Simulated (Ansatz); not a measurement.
## CaF₂: zone-centre modes at -3 GPa

Computed with Ansatz, DFT PBEsol, scalar-relativistic, plane waves, PAW. Cutoff 420 eV, 8×8×8 k-points (Γ-centred), fixed occupations. No spin polarisation. Phonons by linear response, acoustic sum rule imposed.

The cell, relaxed at -3 GPa:
```yaml
crystal:
  lattice:
    - [0.00000, 2.74443, 2.74443]
    - [2.74443, 0.00000, 2.74443]
    - [2.74443, 2.74443, 0.00000]
  atoms:
    - { symbol: Ca, position: [0.00000, 0.00000, 0.00000] }
    - { symbol: F, position: [0.25000, 0.25000, 0.25000] }
    - { symbol: F, position: [0.75000, 0.75000, 0.75000] }
```

Question: Is this structure stable against zone-centre distortions?

Answer: Yes, at Γ: no optical mode is imaginary. Strains and other wave vectors aren't tested by this run.

Question: List the optical modes at Γ without the LO field (i marks imaginary ones).

Answer:
| frequency (cm⁻¹) | degeneracy | IR intensity of the level ((D/Å)²/amu) |
| --- | --- | --- |
| 223 | 3 | 19.90 |
| 300 | 3 | 0.00 |

Cost: 1 run of about 0.85 core-minutes, on Intel Xeon Processor @ 2.50GHz (Skylake/Cascade Lake) (shared hosts).